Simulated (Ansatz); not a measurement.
## What moves the field gradients of SnO₂?

Cell of run 1: a computed structure from the Materials Project (it need not be an observed phase), atoms as given.

Space group Pnnm (No. 58); a = 4.7880, b = 4.8666, c = 3.2409 Å.

```csv
site,Wyckoff,site symmetry,x,y,z
Sn,2a,..2/m,0.5000,0.5000,0.5000
O,4g,..m,0.2919,0.3210,0.0000
```

One atom of each set is listed.

Relaxed positions (PBE, cell held):

Sn (0.5000, 0.5000, 0.5000)
O (0.3042, 0.3089, 0.0000)

All runs are DFT with Ansatz 0.2.0 (plane waves and PAW, scalar-relativistic unless spin–orbit coupling is named, Γ-centred meshes, Fermi–Dirac smearing where given) in this cell.

Run 1: PBE, atoms as given; 420 eV, 7×7×10 k-points, smearing 0.01 eV.
Run 2: r2SCAN, atoms as given; 500 eV, 7×7×10 k-points, smearing 0.01 eV.
Run 3: PBE, atoms relaxed; 420 eV, 7×7×10 k-points, smearing 0.01 eV.
Run 4: r2SCAN, at the relaxed atoms; 500 eV, 7×7×10 k-points, smearing 0.01 eV.
Run 5: r2SCAN, atoms relaxed; 500 eV, 7×7×10 k-points, smearing 0.01 eV.

(1) What does each run give, and what moves the gradients most?

## Answers

(1) 

```
run   Sn V_zz (η)     O V_zz (η)
  1  -5.13 (0.85)  -11.23 (0.13)
  2  -5.05 (0.86)  -10.99 (0.11)
  3  -5.11 (0.89)  -11.26 (0.13)
  4  -5.03 (0.90)  -11.00 (0.11)
  5  -5.25 (0.80)  -10.98 (0.10)
```

V_zz in 10²¹ V/m². Against run 1, the gradient tensors on these sites move by at most 0.24 in run 2 (O), 0.56 in run 3 (Sn), 0.60 in run 4 (Sn), 0.64 in run 5 (Sn). Taken one at a time, the positions of the atoms (as given or relaxed) move the tensors on these sites by up to 0.65 (largest principal value of the change, on Sn), the functional (r2SCAN with its higher cutoff) by 0.26 (O).

Without spin–orbit coupling (the program notes it for Sn) the gradients can shift somewhat, as the gap is small. Without spin–orbit coupling (the program notes it for Sn) the gradients are little affected as a rule: paired runs on crystals with a gap mostly move them by under 2 % at such atoms. With these PAW files V_zz is typically within 2 to 3 % of all-electron values, but misses above 10 % occur on Sn. The cell isn't the equilibrium one in runs 2, 4, 5 (calculated pressure -8, -8, -8 GPa), and the entry's cell may itself be off.
